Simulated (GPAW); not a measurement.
**Ag: relaxation of cell and atoms with PBEsol+D3**

The system is Ag.

```
Ag
1.0
     0.00000    2.04275    2.04275
     2.04275    0.00000    2.04275
     2.04275    2.04275    0.00000
Ag
1
Direct
  0.00000 0.00000 0.00000
```

| Property | Result |
| --- | --- |
| Program | GPAW 26.7.0 |
| Task | relaxation of cell and atoms |
| Functional | PBEsol |
| Dispersion | D3 |
| Potentials or basis | PAW data sets generated in the run's folder for this functional |
| Cutoff | 600 eV |
| Basis | pw |
| k mesh | 11 × 11 × 11 |
| Occupations | fermi-dirac, width 0.05 eV |
| Spin | no spin polarisation |
| Maxiter | 150 |
| Optimizer | BFGS |
| Fmax | 0.02 eV/Å |
| Max steps | 60 |
| Convergence | density=1e-05 forces=0.0001 |

| Item | Value |
| --- | --- |
| Relaxed volume | 16.03 Å³/atom |
| Relaxed cell | a = 2.830 Å, b = 2.830 Å, c = 2.830 Å, α = 60.00°, β = 60.00°, γ = 60.00° |
| Space group after relaxing (to 0.05 Å) | Fm-3m (No. 225) |
| Energy gained by relaxing | 24.2 meV/atom |
| Ionic steps | 4 |
| Pressure after relaxing | 0.0 GPa |
| Band gap on the k mesh | none (metal or under the smearing width) |
| Dispersion energy per atom | -0.429 eV |

The path:
| step | energy change (eV) | largest force (eV/Å) | pressure (GPa) | volume (Å³) |
| --- | --- | --- | --- | --- |
| 1 | 0.0000 | 0.0000 | -6.89 | 17.05 |
| 2 | -0.0179 | 0.0000 | -3.74 | 16.52 |
| 3 | -0.0241 | 0.0000 | 0.57 | 15.95 |
| 4 | -0.0242 | 0.0000 | -0.03 | 16.03 |

Final structure:
```xyz
1
Lattice="0.0000 2.0011 2.0011 2.0011 0.0000 2.0011 2.0011 2.0011 0.0000" Properties=species:S:1:pos:R:3 pbc="T T T"
Ag    0.0000    0.0000    0.0000
```

Levels at points of the mesh, in eV from the Fermi level:
| k point | band 7 | band 8 | band 9 | band 10 | band 11 | band 12 |
| --- | --- | --- | --- | --- | --- | --- |
| (0.00, 0.00, 0.00) | -5.15 | -3.98 | -3.98 | 16.18 | 20.20 | 20.20 |

Wall time 34 s on 1 thread of Intel(R) Xeon(R) Platinum 8488C (Sapphire Rapids), on a shared host, peak memory 0.18 GiB.

Caveat: later steps reuse the first step's grids; pairwise dispersion overbinds metals, which lowers pressure and volume.
